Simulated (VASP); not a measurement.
# Cu (P6/mmm) in VASP: notebook

Runs on Cu. Level: PBEsol. Tasks: single point, relaxation of cell and atoms.

Everything below comes from runs of VASP 6.6.1. Logs are shortened: lines on timing, memory, paths and dates and some standing lists are left out, and cuts for length are marked.

### Step 1. The crystal as given

Symmetry: P6/mmm, No. 191, hexagonal system. Conventional cell: a = 2.432 Å, b = 2.432 Å, c = 2.272 Å, α = 90.00°, β = 90.00°, γ = 120.00°. Around Cu (site symmetry 6/mmm) lie 8 Cu at 2.27 to 2.43 Å.

The cell was built by a generator and needn't be a form met in nature.

### Step 2. Single point, PBEsol

Input file INCAR:

```
  PREC = Accurate
  ENCUT = 520
  EDIFF = 1E-7
  ISMEAR = 0
  SIGMA = 0.1
  LREAL = False
  LASPH = True
  NELM = 100
  ALGO = Normal
  ISIF = 2
  LWAVE = False
  LCHARG = False
  GGA = PS
  NBANDS = 12
```

Input file KPOINTS:

```
regular mesh
0
Gamma
  9 9 8
```

Input file POSCAR:

```
Cu
1.0
    2.4315647400      0.0000000000      0.0000000000
   -1.2157823700      2.1057968357      0.0000000000
    0.0000000000      0.0000000000      2.2719933039
Cu
1
Direct
    0.0000000000      0.0000000000      0.0000000000
```

Potentials or basis: VASP PAW PBE potentials, release 64 (Cu).

Started as:

```bash
cat potpaw_PBE.64/Cu/POTCAR > POTCAR
mpirun -np 1 vasp_std > vasp.out
```

OUTCAR:

```text
PREC = Accurate
   ENCUT = 520
   EDIFF = 1E-7
   ISMEAR = 0
   LREAL = False
   LASPH = True
   NELM = 100
   ISIF = 2
   GGA = PS

 ion  position               nearest neighbor table
   1  0.000  0.000  0.000-

  LATTYP: Found a hexagonal cell.
 ALAT       =     2.4315647400
 C/A-ratio  =     0.9343750000

  Lattice vectors:

 A1 = (   2.4315647400,   0.0000000000,   0.0000000000)
 A2 = (  -1.2157823700,   2.1057968357,   0.0000000000)
 A3 = (   0.0000000000,   0.0000000000,   2.2719933039)

Analysis of symmetry for initial positions (statically):
=====================================================================
 Subroutine PRICEL returns:
 Original cell was already a primitive cell.

 Routine SETGRP: Setting up the symmetry group for a
 hexagonal supercell.

 Subroutine GETGRP returns: Found 24 space group operations
 (whereof 24 operations were pure point group operations)
 out of a pool of 24 trial point group operations.

The static configuration has the point symmetry D_6h.

Analysis of symmetry for dynamics (positions and initial velocities):
=====================================================================
 Subroutine PRICEL returns:
 Original cell was already a primitive cell.

 Routine SETGRP: Setting up the symmetry group for a
 hexagonal supercell.

 Subroutine GETGRP returns: Found 24 space group operations
 (whereof 24 operations were pure point group operations)
 out of a pool of 24 trial point group operations.

The dynamic configuration has the point symmetry D_6h.

 Subroutine INISYM returns: Found 24 space group operations
 (whereof 24 operations are pure point group operations),
 and found     1 'primitive' translations

----------------------------------------------------------------------------------------

                                     Primitive cell

  volume of cell :      11.6335

  direct lattice vectors                    reciprocal lattice vectors
     2.431564740  0.000000000  0.000000000     0.411257814  0.237439810  0.000000000
    -1.215782370  2.105796836  0.000000000     0.000000000  0.474879619  0.000000000
     0.000000000  0.000000000  2.271993304     0.000000000  0.000000000  0.440142142

  length of vectors
     2.431564740  2.431564740  2.271993304     0.474879619  0.474879619  0.440142142

  position of ions in fractional coordinates (direct lattice)
     0.000000000  0.000000000  0.000000000

  ion indices of the primitive-cell ions
   primitive index   ion index
                 1           1

----------------------------------------------------------------------------------------

 KPOINTS: regular mesh

Automatic generation of k-mesh.
 Grid dimensions read from file:
 generate k-points for:    9    9    8

 Generating k-lattice:

  Cartesian coordinates                     Fractional coordinates (reciprocal lattice)
     0.045695313  0.026382201  0.000000000     0.111111111  0.000000000  0.000000000
     0.000000000  0.052764402  0.000000000     0.000000000  0.111111111  0.000000000
     0.000000000  0.000000000  0.055017768     0.000000000  0.000000000  0.125000000

  Length of vectors
     0.052764402  0.052764402  0.055017768

  Shift w.r.t. Gamma in fractional coordinates (k-lattice)
     0.000000000  0.000000000  0.000000000

 Subroutine IBZKPT returns following result:
 ===========================================

 Found     60 irreducible k-points:

 Following reciprocal coordinates:
            Coordinates               Weight
  0.000000  0.000000  0.000000      1.000000
  0.111111  0.000000  0.000000      6.000000
  0.222222  0.000000  0.000000      6.000000
  0.333333  0.000000  0.000000      6.000000
  0.444444  0.000000  0.000000      6.000000
  0.111111  0.111111  0.000000      6.000000
[... 16 lines left out ...]
  0.333333  0.222222  0.125000     24.000000
  0.333333  0.333333  0.125000      4.000000
 [... further k-points ...]
   k-points           NKPTS =     60   k-points in BZ     NKDIM =     60   number of bands    NBANDS=     12
   number of dos      NEDOS =    301   number of ions     NIONS =      1
   total plane-waves  NPLWV =   5832
   dimension x,y,z NGX =    18 NGY =   18 NGZ =   18
   dimension x,y,z NGXF=    36 NGYF=   36 NGZF=   36
   ions per type =               1
   NGX,Y,Z   is equivalent  to a cutoff of  12.31, 12.31, 13.17 a.u.
   NGXF,Y,Z  is equivalent  to a cutoff of  24.61, 24.61, 26.34 a.u.
 SYSTEM =  unknown system
   PREC   = accura    normal or accurate (medium, high low for compatibility)
   ISTART =      0    job   : 0-new  1-cont  2-samecut
   ICHARG =      2    charge: 1-file 2-atom 10-const
   ISPIN  =      1    spin polarized calculation?
   LNONCOLLINEAR =      F non collinear calculations
   LSORBIT =      F    spin-orbit coupling
   LASPH  =      T    aspherical Exc in radial PAW
   ENCUT  =  520.0 eV  38.22 Ry    6.18 a.u.   4.52  4.52  4.22*2*pi/ulx,y,z
   NELM   =    100;   NELMIN=  2; NELMDL= -5     # of ELM steps
   EDIFF  = 0.1E-06   stopping-criterion for ELM
   LREAL  =      F    real-space projection
   EDIFFG = 0.1E-05   stopping-criterion for IOM
   NSW    =      0    number of steps for IOM
   IBRION =     -1    ionic relax: 0-MD 1-quasi-New 2-CG
   NFREE  =      0    steps in history (QN), initial steepest desc. (CG)
   ISIF   =      2    stress and relaxation
   ISYM   =      2    0-nonsym 1-usesym 2-fastsym
   POTIM  = 0.5000    time-step for ionic-motion
   TEBEG  =    0.0;   TEEND  =   0.0 temperature during run
   PSTRESS=    0.0 pullay stress
   NELECT =      11.0000    total number of electrons
   NUPDOWN=      -1.0000    fix difference up-down
   EMIN   =  10.00;   EMAX   =-10.00  energy-range for DOS
   EFERMI =   0.00;   METHOD = LEGACY
   ISMEAR =     0;   SIGMA  =   0.10  broadening in eV -4-tet -1-fermi 0-gaus
   EFERMI_NEDOS =   21; number of points for ismear=-14 and -15
   IALGO  =     38    algorithm
   IMIX   =      4    mixing-type and parameters
     AMIX     =   0.40;   BMIX     =  1.00
     AMIX_MAG =   1.60;   BMIX_MAG =  1.00
  volume/ion in A,a.u.               =      11.63        78.51
  Fermi-wavevector in a.u.,A,eV,Ry     =   1.606828  3.036464 35.128812  2.581895
  Thomas-Fermi vector in A             =   2.702953
   LORBIT       =      0    0 simple, 1 ext, 2 COOP (PROOUT), +10 PAW based schemes
   GGA     = PS    functional components
   LHFCALC =     F    Hartree Fock is set to
   AEXX    =    0.0000 exact exchange contribution
   IVDW    =     0    specifies the selected vdW correction
   LEPSILON=     F    determine dielectric tensor
   LRPA    =     F    only Hartree local field effects (RPA)
 non-spin polarized calculation
 Gauss-broadening in eV      SIGMA  =   0.10
  energy-cutoff  :      520.00
  volume of cell :       11.63
 maximum number of plane-waves:       332
 NGX is ok and might be reduce to    18
   NGX =  9   NGY =  9   NGZ =  9

 number of electron      11.0000006 magnetization

 Free energy of the ion-electron system (eV)
  ---------------------------------------------------
  ext. energy  EPLUGINS =         0.00000000
  ---------------------------------------------------
  free energy    TOTEN  =        -3.97972252 eV

  energy without entropy =       -3.97867034  energy(sigma->0) =       -3.97919643

 E-fermi :   7.5474     XC(G=0): -12.9503

 val. band max:        7.4553334163   @ k =   0.2222   0.1111   0.3750
 cond. band min:       7.6678907635   @ k =   0.4444   0.1111   0.0000
 fundamental gap:      0.2125573472
 Fermi energy:         7.5473657989

 k-point     1 :       0.0000    0.0000    0.0000
  band No.  band energies     occupation
      1      -1.8760      2.00000
      2       2.9517      2.00000
      3       4.4546      2.00000
      4       4.4546      2.00000
      5       6.0729      2.00000
      6       6.0729      2.00000
      7      26.7943      0.00000
      8      30.3055      0.00000
      9      31.2589      0.00000
     10      32.0073      0.00000
     11      32.0073      0.00000
     12      34.6146      0.00000

 k-point     2 :       0.1111    0.0000    0.0000
  band No.  band energies     occupation
      1      -1.4357      2.00000
      2       3.0342      2.00000
      3       4.3180      2.00000
      4       4.6276      2.00000
      5       5.9632      2.00000
      6       6.0523      2.00000
      7      26.6048      0.00000
      8      27.3804      0.00000
      9      29.4798      0.00000
     10      30.2014      0.00000
     11      31.8983      0.00000
     12      37.6591      0.00000

 k-point     3 :       0.2222    0.0000    0.0000
  band No.  band energies     occupation
      1      -0.1902      2.00000
      2       3.2182      2.00000
      3       4.0723      2.00000
      4       5.0885      2.00000
      5       5.6973      2.00000
      6       6.0001      2.00000
      7      20.9867      0.00000
      8      26.5805      0.00000
      9      29.0570      0.00000
     10      29.3331      0.00000
     11      32.4139      0.00000
     12      42.0562      0.00000
[... 286 lines left out ...]
 k-point    23 :       0.3333    0.2222    0.1250
  band No.  band energies     occupation
      1       3.2588      2.00000
      2       3.6969      2.00000
      3       4.0277      2.00000
      4       5.2349      2.00000
      5       5.4561      2.00000
      6       9.1357      0.00000
      7      13.0197      0.00000
      8      16.3785      0.00000
      9      30.0150      0.00000
     10      33.5600      0.00000
     11      36.9444      0.00000
     12      38.9162      0.00000

 k-point    24 :       0.3333    0.3333    0.1250
  band No.  band energies     occupation
      1       3.7439      2.00000
      2       3.7439      2.00000
      3       3.7816      2.00000
      4       5.2617      2.00000
      5       5.2617      2.00000
      6      12.0848      0.00000
      7      12.0848      0.00000
      8      13.1085      0.00000
      9      32.3884      0.00000
     10      32.3884      0.00000
     11      35.4328      0.00000
     12      43.5890      0.00000

 [... further k-points ...]

------------------------ aborting loop because EDIFF is reached ----------------------------------------

  FORCE on cell =-STRESS in cart. coord.  units (eV):
  Direction    XX          YY          ZZ          XY          YZ          ZX
  --------------------------------------------------------------------------------------
  -------------------------------------------------------------------------------------
  Total        0.2517939      0.2517939      1.5636171      0.0000000     -0.0000000      0.0000000
  in kB       34.6773917     34.6773917    215.3434413      0.0000000     -0.0000000      0.0000000
  external PRESSURE =      94.8994083 kB  Pullay stress =       0.0000000 kB

 VOLUME and BASIS-vectors are now :
 -----------------------------------------------------------------------------
  energy-cutoff  :      520.00
  volume of cell :       11.63
      direct lattice vectors                 reciprocal lattice vectors
     2.431564740  0.000000000  0.000000000     0.411257814  0.237439810  0.000000000
    -1.215782370  2.105796836  0.000000000     0.000000000  0.474879619  0.000000000
     0.000000000  0.000000000  2.271993304     0.000000000  0.000000000  0.440142142

 POSITION                                       TOTAL-FORCE (eV/Angst)
 -----------------------------------------------------------------------------------
      0.00000      0.00000      0.00000         0.000000      0.000000      0.000000
 -----------------------------------------------------------------------------------
    total drift:                               -0.000000      0.000000      0.000000

  FREE ENERGIE OF THE ION-ELECTRON SYSTEM (eV)
  ---------------------------------------------------
  free  energy   TOTEN  =        -3.9797225224 eV

  energy  without entropy=       -3.9786703401  energy(sigma->0) =       -3.97919643
```

It took 5.6 s on 1 thread of Intel Xeon 6975P-C (Granite Rapids), shared host; peak memory 0.12 GiB.

What came out:

| Quantity | Value |
| --- | --- |
| Free energy | -3.9797 eV |
| Pressure | 9.5 GPa |
| Band gap on the k mesh | none (metal or under the smearing width) |

Caveat: the PAW data sets were made with another functional, which shifts forces and pressure a little.

(Part 1 of 2 ends here.)
